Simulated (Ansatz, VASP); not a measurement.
## Hf32O63 (V_O2): VASP beside Ansatz

Wanted: the spread between two codes on one cell, functional and k mesh. The structure shown is the start of the Ansatz relaxation below; VASP solves that cell, so the two are compared at the walk's first step.

Calculated with Ansatz 0.2.0; plane waves, with VASP 6.6.1 beside it; single point at r2SCAN.

## (1) Set-up

The cell holds 95 atoms: 32 Hf and 63 O. Its edges and angles: a = 10.229 Å, b = 10.363 Å, c = 10.593 Å, α = 90.0°, β = 99.5°, γ = 90.0°. It derives from HfO2 (HfO2 (P2_1/c)). Nearest the centre at fractional (0.724, 0.371, 0.489): Hf17 at 2.10 Å, Hf18 at 2.14 Å, Hf32 at 2.26 Å, Hf23 at 2.29 Å, O77 at 2.56 Å, O74 at 2.57 Å, O75 at 2.62 Å, O67 at 2.69 Å. The cell carries charge +2.

## (2) Ansatz: relaxation, r2SCAN

Ansatz runs on its PAW soft_1 files.

The two programs are compared at the cell with which this relaxation starts, whose forces are those of its first step.

input.yaml

```yaml
crystal:
  lattice:
    - [5.11472524, 0.0, 0.00439096]
    - [0.0, 5.18131434, 0.0]
    - [-0.8752188, 0.0, 5.22383757]
  atoms:
    - { symbol: Hf, position: [0.276177, 0.458173, 0.708261] }
    - { symbol: Hf, position: [0.723823, 0.958173, 0.791739] }
    - { symbol: Hf, position: [0.723823, 0.541827, 0.291739] }
    - { symbol: Hf, position: [0.276177, 0.041827, 0.208261] }
    - { symbol: O, position: [0.447997, 0.742372, 0.978422] }
    - { symbol: O, position: [0.552003, 0.242372, 0.521578] }
    - { symbol: O, position: [0.552003, 0.257628, 0.021578] }
    - { symbol: O, position: [0.447997, 0.757628, 0.478422] }
    - { symbol: O, position: [0.069943, 0.333475, 0.344263] }
    - { symbol: O, position: [0.930057, 0.833475, 0.155737] }
    - { symbol: O, position: [0.930057, 0.666525, 0.655737] }
    - { symbol: O, position: [0.069943, 0.166525, 0.844263] }
  supercell: [2, 2, 2]
  defects: [{ vacancy: 52 }]
total_charge: 2
basis:
  ecutwfc: 500
  xc_grid: 2
hamiltonian:
  xc: r2scan
  pseudopotentials: { kind: paw, azcp: { folder: soft_1 } }
kpoints:
  mp_grid: { grid: [1, 1, 1] }
scf:
  occupations: { method: fixed }
  max_iter: 60
output:
  forces: true
  charged_corrections:
    epsilon: [[5.04, 0.0, 0.14], [0.0, 5.06, 0.0], [0.14, 0.0, 4.74]]
    static_epsilon: [[21.35, 0.0, 1.58], [0.0, 19.46, 0.0], [1.58, 0.0, 15.71]]
    defect_position: [0.723999, 0.371186, 0.489211]
relax:
  f_tol: 0.02
  max_steps: 60
  random_displacement: { amplitude: 0.05, seed: 2394 }
checkpoint:
  write: "../qp2.relax.run"
  compress: false
  write_wavefunctions: true
  write_every: 100000
```

Launch:

```console
$ ansatz run input.yaml --threads 32 --pin off --max-ram 131891MiB --backend cuda --events-out ev --progress --plain --runs-dir out
```

Numbers of over 12 decimals in the logs are rounded to 6 here.

Log:

```text
Engine: ansatz 0.2.0, aarch64-unknown-linux-gnu
Pseudopotentials: kind: paw
Pseudopotential: Hf, paw, valence charge 26, recommended cutoff 500 eV (meta_gga), soft_1/Hf.paw.azcp
Pseudopotential: O, paw, valence charge 6, recommended cutoff 500 eV (meta_gga), soft_1/O.paw.azcp
Functional definition: r2SCAN
  parameter k0 = 0.174
  parameter k1 = 0.065
  parameter a1 = 4.9479
  exchange = r2scan_x(k0 = k0, k1 = k1, a1 = a1)
  correlation = r2scan_c
[...]
Crystal: 95 atoms, lattice volume = 1107.655 Å³
Basis set: ecut = 500 eV, 28081 PW (Γ), exchange–correlation on 150×160×160 points (8 copies of the dense FFT grid, shifted against one another)
Bands: 725, of which v1, the nominal top of the filled ones, is band 604 counted from 1 (603 counted from 0)
Symmetry: 1 space group operations
k-points: 1
Non-local potential: Hf, projectors of the file, l = 0: 3, l = 1: 2, l = 2: 2, l = 3: 3
Non-local potential: O, projectors of the file, l = 0: 2, l = 1: 2, l = 2: 1
PAW form: soft (Blöchl's): semilocal exchange-correlation on the pseudo side does not see the compensation charge
PAW frozen core: Hf, regenerated for the run's functional (the file was generated under x = pbe(κ = 0.804, μ = 0.219515), c = pbe(β = 0.066725))
PAW frozen core: O, regenerated for the run's functional (the file was generated under x = pbe(κ = 0.804, μ = 0.219515), c = pbe(β = 0.066725))
PAW one-centre angular grid: Hf, 974 points (default); XC on 224 Gauss nodes
PAW one-centre angular grid: O, 302 points (default); XC on 160 Gauss nodes
Initial density: superposition of atomic densities (chi_scale 0.1, normalization cell, long waves kept (reshape's long-wave potential 0.32 eV rms))
Initial wavefunctions: pseudopotential atomic-orbital guess
[...]
Functional: x = r2scan, c = r2scan; τ floored in thin density (d = 2e-4 eV/Å³)
SCF iter   1: F=—  HF=-539538.564932 eV  |Δ(HF+E_count)|=         —  Δρ=9.56e-2  dr2=8.25e1  dr2_τ=5.10e0  Hψ=1958
preconditioner: auto → Resta (q_TF=auto, 2.768 Å⁻¹)  ε∞=4.5  [insulator: Δε(μ)=0.433 eV  Ē_g=20.129 eV  n_scr=410 (ndim 8)  ℏωp=37.7 eV  f_vac=0.009  ε∞_Penn≈4.5]
SCF iter   2: F=—  HF=-539525.089846 eV  |Δ(HF+E_count)|=    1.35e1  Δρ=4.66e-2  dr2=2.21e1  dr2_τ=1.48e0  Hψ=1416
[...]
SCF iter  12: F=-539521.825426 eV  HF=-539521.825428 eV  |Δ(HF+E_count)|=   3.81e-7  Δρ=1.85e-5  dr2=5.83e-6  dr2_τ=2.82e-7  Hψ=2420
SCF 1 converged in 12 iterations: F = -539521.825426 eV  dr2 = 5.83e-6
  greatest PAW one-centre occupation: 0.999 electrons in one spin orbital (limit 2), on the Hf atom at site 60 (counted from 0), in its partial waves of l = 3
relax step   1: F+E_penalty+E_count = -539521.82542557 eV  Δ(F+E_penalty+E_count) = +0.000e0 eV  max|allowed force component| = 3.769e0 eV/Å  Δτ_max = 0.0000 Å  (12 SCF iters, dr2 threshold 1.00e-5 eV, accepted)
[...]
relax step   2: F+E_penalty+E_count = -539526.11212845 eV  Δ(F+E_penalty+E_count) = -4.287e0 eV  max|allowed force component| = 1.473e0 eV/Å  Δτ_max = 0.1948 Å  (7 SCF iters, dr2 threshold 1.00e-4 eV, accepted)
[...]
relax step   3: F+E_penalty+E_count = -539526.90474090 eV  Δ(F+E_penalty+E_count) = -7.926e-1 eV  max|allowed force component| = 2.559e-1 eV/Å  Δτ_max = 0.2000 Å  (7 SCF iters, dr2 threshold 1.00e-4 eV, accepted)
[...]
relax step   4: F+E_penalty+E_count = -539526.93836286 eV  Δ(F+E_penalty+E_count) = -3.362e-2 eV  max|allowed force component| = 4.771e-2 eV/Å  Δτ_max = 0.0836 Å  (7 SCF iters, dr2 threshold 4.09e-6 eV, accepted)
[...]
relax step   5: F+E_penalty+E_count = -539526.93946101 eV  Δ(F+E_penalty+E_count) = -1.098e-3 eV  max|allowed force component| = 2.633e-2 eV/Å  Δτ_max = 0.0340 Å  (8 SCF iters, accepted)
[...]
relax step   6: F+E_penalty+E_count = -539526.94004264 eV  Δ(F+E_penalty+E_count) = -5.816e-4 eV  max|allowed force component| = 6.483e-3 eV/Å  Δτ_max = 0.0134 Å  (7 SCF iters, accepted)
[...]
NSCF: frozen V_eff on 1 k-points
the band table was solved once a step of the walk had ended and its energy, with any forces and stress, was formed, with the checks that follow a solve (3021 applications of the Hamiltonian). They found nothing against the state; the energy, forces and stress were not computed again (output.eigenvalues in the input reference)
[...]
iter 1 solved again at ethr=7.08e-12 eV; its pass at ethr=3.10e-3 eV (dr2=8.55e-8 eV) is discarded
SCF iter   1: F=—  HF=-539526.940043 eV  |Δ(HF+E_count)|=         —  Δρ=3.24e-6  dr2=8.59e-8  dr2_τ=1.19e-8  Hψ=2616
[...]
SCF iter   2: F=-539526.940043 eV  HF=-539526.940043 eV  |Δ(HF+E_count)|=   2.79e-9  Δρ=1.14e-6  dr2=1.48e-8  dr2_τ=1.71e-9  Hψ=2502
SCF 7 converged in 2 iterations: F = -539526.940043 eV  dr2 = 1.48e-8
[...]
NSCF: frozen V_eff on 1 k-points
the band table was solved once a step of the walk had ended and its energy, with any forces and stress, was formed, with the checks that follow a solve (2266 applications of the Hamiltonian). They found nothing against the state; the energy, forces and stress were not computed again (output.eigenvalues in the input reference)
SCF converged after 2 iterations
Free energy (F): -539526.940043 eV
Harris-Foulkes:  -539526.940043 eV  (|F-HF|=5.36e-9)
Internal energy: -539526.940043 eV  (E = F + TS)
E sigma→0 (E₀):  -539526.940043 eV
Fermi energy:    12.506917 eV
--- Per-component energies (eV) ---
  E_band       = -2370.452057
  E_kinetic    = 23655.785422
  E_local      = -237786.608906  (includes V_loc(G=0)·N_el)
  E_nonlocal   = 5213.997843
  E_hartree    = 113059.448929
  E_xc         = -12539.585203
  E_vxc        = -15414.838719  (∫ρ·V_xc dr)
  E_paw        = -257530.611554  (= ΣΔE_a)
  E_vpaw       = -5010.530132  (= ΣTr[D̂ρ^β])
  E_aug_tail   = 0.019911  (compensation charges beyond the density's cutoff)
  E_vtau       = 852.823757  (kinetic-family band-sum trace: ∫τ·v_τ [+ j·A + Jᵃ·Aᵃ] dr)
  E_ewald      = -173607.663927
  E_core_change = 8.277441  (= ΣΔE_core)
  E_smearing   = -0.000000  (= −TS)
  E_closure    = 0.000000  (closes the sum)
  E_deformation_potential = 44.201073  (in the stress; not in F)
  Σ components = -539526.940043   (vs F -539526.940043, Δ=0.00e0)
--- Forces (eV/Å), atoms counted from 1 ---
  atom   1  Hf     0.00126064    -0.00030276    -0.00131640
  atom   2  Hf    -0.00017562    -0.00251827     0.00044509
  atom   3  Hf    -0.00218166    -0.00136384     0.00223877
  atom   4  Hf    -0.00172268     0.00073636     0.00123206
  atom   5  O      0.00108024     0.00052104     0.00218746
  atom   6  O      0.00069992    -0.00045231     0.00028595
  [... 89 more lines of this table ...]
  max |Σ_I F_I| component: 7.08e-4 eV/Å
--- Charged-cell corrections in eV (Makov–Payne, q = +2.000 e, ε = [[21.350, 0.000, 1.580], [0.000, 19.460, 0.000], [1.580, 0.000, 15.710]]) ---
  F (periodic)     = -539526.940043  (uncorrected; the corrections below are reported, never added to it)
  E_corr1          = +0.420756  (monopole, q²α_M/2ε̄L, of the cell on which ε is isotropic)
  F Makov-Payne    = -539526.519287  (F + E_corr1; no measured alignment; for a localised charge, not one spread in a band: unchecked)
  no potential alignment in this run, which stands beside a crystal: run the host's input off ansatz write-host-input, and read the two finished runs by ansatz place-levels (neither reads a slab, a wire or a sheet, whose cell leaves a vacuum)
--- Band table (eV) ---
  k-point 0: bands = ["-49.7149", "-49.5361", "-49.4705", "-49.4660", "-49.4565", "-49.4528", "-49.4503", "-49.4442", "-49.4435", "-49.4316", "-49.4261", "-49.4233", "-49.4153", "-49.4093", "-49.4056"
--- Relaxed structure (6 steps of the walk, 6 accepted, 0 SCFs on fresh bases) ---
  F+E_penalty+E_count = -539526.94004264 eV   max|allowed force component| = 6.483e-3 eV/Å
  atoms:
    - { symbol: Hf, position: [0.139719, 0.228881, 0.353664] }
    - { symbol: Hf, position: [0.362023, 0.478740, 0.396286] }
    - { symbol: Hf, position: [0.358980, 0.272153, 0.144327] }
    - { symbol: Hf, position: [0.138585, 0.020216, 0.103191] }
    - { symbol: O, position: [0.223230, 0.371993, 0.490435] }
    - { symbol: O, position: [0.276424, 0.121036, 0.260205] }
  [... 89 more lines of this table ...]
```

Reading the cycles: dr2 is the Hartree energy of the density residual (eV), the measure of convergence; HF is the Harris–Foulkes estimate of the energy, which meets the free energy F at convergence.

## (3) VASP: single point, r2SCAN, start cell

The same cell, functional and mesh now go to VASP, with its own data sets.

Lines of VASP's logs that name or quote its potential files are left out, and so is its time.

INCAR

```
SYSTEM = Hf32O63
PREC = Accurate
ENCUT = 580
EDIFF = 1E-06
NELM = 120
ISMEAR = 0
SIGMA = 0.01
LREAL = Auto
ALGO = Normal
METAGGA = R2SCAN
LASPH = .TRUE.
NELECT = 696
NBANDS = 414
LORBIT = 11
LWAVE = .FALSE.
LCHARG = .FALSE.
ISIF = 2
GGA_COMPAT = .FALSE.
EFERMI = MIDGAP
LMIXTAU = .TRUE.
```

POSCAR

```
Hf32O63
1.0
   10.2294504898      0.0000000000      0.0087819208
    0.0000000000     10.3626286749      0.0000000000
   -1.7504376039      0.0000000000     10.4476751421
Hf O
32 63
Direct
    0.1394350106      0.2321804704      0.3509656879
    0.3660457288      0.4808625452      0.3984413143
    0.3632454625      0.2663416867      0.1455644425
[... 3 atom lines left out ...]
    0.3654362288      0.2741582362      0.6456738630
[... 8 atom lines left out ...]
    0.1368757934      0.5161817689      0.6039427798
    0.6426206156      0.2303469588      0.3562856335
    0.8610992121      0.4800905404      0.4002266378
    0.8624717087      0.2733862313      0.1500262805
[... 1 atom line left out ...]
    0.6427587809      0.2282239453      0.8563967793
    0.8595742058      0.4818275514      0.8986163103
    0.8623166454      0.2687542020      0.6501376728
    0.6342878840      0.0183351161      0.6018018027
    0.6375318156      0.7281936116      0.3493984256
    0.8617184218      0.9800602066      0.4004175475
[... 1 atom line left out ...]
    0.6385793593      0.5184977836      0.1001554922
[... 2 atom lines left out ...]
    0.8624732098      0.7747069061      0.6430546258
    0.6409236802      0.5225508092      0.6080177047
    0.2237032816      0.3717203541      0.4937974607
[... 4 atom lines left out ...]
    0.4663557757      0.4198741590      0.0814443873
    0.4669805825      0.3309005956      0.3244644351
    0.0394760437      0.0852100396      0.4232188754
[... 4 atom lines left out ...]
    0.0349721755      0.1627965310      0.6694018317
    0.4651669576      0.4174616437      0.5732294371
    0.4666003655      0.3378486396      0.8278303292
[... 8 atom lines left out ...]
    0.0370002329      0.5874957205      0.4236038168
[... 4 atom lines left out ...]
    0.0314856693      0.6689422363      0.6690219020
[... 3 atom lines left out ...]
    0.7742794185      0.1237137835      0.2641927799
[... 1 atom line left out ...]
    0.7221403707      0.3814669158      0.2354263687
    0.5365345250      0.1711920841      0.1716447125
[... 1 atom line left out ...]
    0.9626179528      0.3338921145      0.3233778156
    0.5310588828      0.0818325182      0.4241456805
    0.7267383754      0.3728783614      0.9861158297
    0.7808655309      0.1215907700      0.7608527632
    0.7747973034      0.1291178177      0.5151572688
    0.7234361029      0.3747118730      0.7365894074
    0.5367345964      0.1678145627      0.6681186335
    0.9673582433      0.4210321663      0.5778802130
    0.9631860111      0.3364976310      0.8305715155
[... 1 atom line left out ...]
    0.7287705287      0.8697600081      0.4901186078
    0.7772096492      0.6258064632      0.2618931551
[... 2 atom lines left out ...]
    0.5307814994      0.6663367198      0.1688738112
[... 2 atom lines left out ...]
    0.5393813494      0.5852762065      0.4219372383
[... 1 atom line left out ...]
    0.7710088457      0.6212709344      0.7598081825
    0.7725266715      0.6314999992      0.5081719770
[... 1 atom line left out ...]
    0.5340632998      0.6699072424      0.6685037392
[... 2 atom lines left out ...]
    0.5385574337      0.5860482114      0.9209963270
```

KPOINTS

```
Automatic mesh
0
Gamma
1 1 1
0 0 0
```

The projector-augmented-wave data sets are Hf_pv and O (PBE family, release 64).

Launch:

```console
$ export OMP_NUM_THREADS=3
$ mpirun -np 1 vasp_gam
```

Log:

```text
[banner, memory and clock lines left out]
running    1 mpi-ranks, on    1 nodes
[...]
Offloading initialized ...    1 GPUs detected
[...]
|                                                                             |
|               ----> ADVICE to this user running VASP <----                  |
|                                                                             |
|     You enforced a specific xc type in the INCAR file but a different       |
|     [... a line on the potential file left out ...]
|     I HOPE YOU KNOW WHAT YOU ARE DOING!                                     |
|                                                                             |

 LDA part: xc-table for (None), standard interpolation
 POSCAR, INCAR and KPOINTS ok, starting setup
[...]
entering main loop
       N       E                     dE             d eps       ncg     rms          rms(c)
DAV:   1     0.708572663129E+04    0.70857E+04   -0.48399E+05   828   0.200E+03
DAV:   2    -0.162752624336E+04   -0.87133E+04   -0.83596E+04  1130   0.553E+02
DAV:   3    -0.254598931494E+04   -0.91846E+03   -0.91073E+03   936   0.157E+02
DAV:   4    -0.257103829094E+04   -0.25049E+02   -0.24962E+02   960   0.270E+01
DAV:   5    -0.257154936697E+04   -0.51108E+00   -0.51011E+00   960   0.383E+00BRMIX: very serious problems
 the old and the new charge density differ
 old charge density:   698.00000 new  696.00000
    0.325E+02
DAV:   6    -0.218566651869E+04    0.38588E+03   -0.56888E+02   928   0.390E+01    0.237E+02
DAV:   7    -0.219817474571E+04   -0.12508E+02   -0.12771E+02  1056   0.175E+01    0.942E+01
DAV:   8    -0.220028188784E+04   -0.21071E+01   -0.12435E+02   952   0.154E+01    0.412E+01
DAV:   9    -0.219484583909E+04    0.54360E+01   -0.18247E+01   968   0.907E+00    0.843E+00
[...]
DAV:  19    -0.219457180619E+04   -0.36588E-05   -0.71667E-05   960   0.170E-02    0.244E-02
DAV:  20    -0.219457180687E+04   -0.68094E-06   -0.17908E-05   968   0.748E-03    0.155E-02
DAV:  21    -0.219457180660E+04    0.27539E-06   -0.42036E-06   808   0.361E-03
   1 F= -.21945718E+04 E0= -.21945718E+04  d E =-.657780-120
```

Parts of OUTCAR (step 3):

```text
  FREE ENERGIE OF THE ION-ELECTRON SYSTEM (eV)
  ---------------------------------------------------
  free  energy   TOTEN  =     -2194.5718065962 eV

  energy  without entropy=    -2194.5718065962  energy(sigma->0) =    -2194.57180660
```

The run ends at a pressure of -5.44 GPa, with forces up to 5.4 eV/Å.

## (4) Differences

Known differences besides the potentials themselves: VASP keeps PBE cores, Ansatz makes them for the functional; fixed occupations in Ansatz, narrow Gaussian smearing in VASP; the cutoff is 500 eV in Ansatz and 580 eV in VASP (PREC = Accurate, projectors in real space). Total energies have different zeros and are not compared.

Forces on 9 of the 95 atoms, those with the largest forces and the largest differences (eV/Å; atoms numbered as in POSCAR):

```csv
atom,"Ansatz x, y, z","VASP x, y, z"
Hf15,"-1.771, 0.670, -1.051","-1.660, 0.665, -0.937"
Hf17,"-2.765, -2.630, -2.928","-2.854, -2.755, -3.064"
Hf18,"3.769, 3.104, -2.157","3.878, 3.146, -2.148"
Hf23,"2.759, -2.364, 3.303","2.800, -2.431, 3.427"
Hf27,"-0.700, 0.104, -1.229","-0.623, 0.148, -1.093"
Hf32,"-2.152, 2.938, 1.204","-2.239, 3.021, 1.224"
O67,"-0.412, -0.384, 2.688","-0.353, -0.374, 2.630"
O74,"-0.114, 2.368, -0.803","-0.161, 2.377, -0.782"
O77,"-3.493, -1.611, -0.922","-3.474, -1.604, -0.966"
```

The forces differ by 47 meV/Å r.m.s., which is 4.9 % of the r.m.s. force of 0.951 eV/Å (both taken over all components). The cell carries a charge of +2 e against a uniform background, so its pressure also hangs on how the neutralising background is counted, and in a defect's cell a gap may be the spacing between its levels.

## (5) Results

| Item | Value |
| --- | --- |
| r.m.s. force difference (single point, r2SCAN, start cell) | 4.9 % of the r.m.s. force |

In words: The r.m.s. force difference is 4.9 % of the r.m.s. force (single point, r2SCAN, start cell), beyond the 3 % picked in this series as the mark of a large difference. The data sets hold unlike numbers of valence electrons (1208 in Ansatz and 696 in VASP), so part of the differences comes from the potentials. What causes the difference of the single point, r2SCAN, start cell pair stays open here. 1 further run of this series is not shown here. How closely two codes agree says nothing of how well the functional describes the real material.

[Lines on the potential files, build, host, timing and source positions are cut from VASP's logs without a mark.]

[Logs are printed without paths, hosts, clocks, repeated set-up lines and the standing remarks that a program may print on its own settings, such as how far it seeks lower states.]

[Hosts, paths, dates, database ids (printed as entryN), source tags and the programs' standing remarks are cut or masked in the printed files.]
